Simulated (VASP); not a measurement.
Input of a VASP 6.6.1 run:

Contents of INCAR:

```
SYSTEM = Au
  PREC = Accurate
  ENCUT = 520
  EDIFF = 1E-6
  ISMEAR = 0
  SIGMA = 0.1
  LREAL = .False.
  LASPH = .True.
  NELM = 100
  ALGO = Normal
  ISIF = 2
  LWAVE = .False.
  LCHARG = .True.
  GGA = PE
  LELF = .True.
  LVHAR = .True.
  NBANDS = 18
```

KPOINTS

```
regular mesh
0
Gamma
  12 12 12
  0 0 0
```

The input POSCAR:

```
Au
1.0
    3.2682959479      0.0000000000      0.0000000000
    0.0000000000      3.2682959479      0.0000000000
    0.0000000000      0.0000000000      3.4333613998
Au
2
Direct
    0.0000000000      0.0000000000      0.0000000000
    0.5000000000      0.5000000000      0.5000000000
```

Potentials or basis: VASP PAW PBE potentials, release 64 (Au).

The run is started by

```bash
$ cat potpaw_PBE.64/Au/POTCAR > POTCAR
$ mpirun -np 1 vasp_std > vasp.out
```

(1) What does it give for the pressure?

(2) What does it give for the band gap on the k mesh?

Results:

(1) -2.5 GPa.

(2) none (metal or under the smearing width).
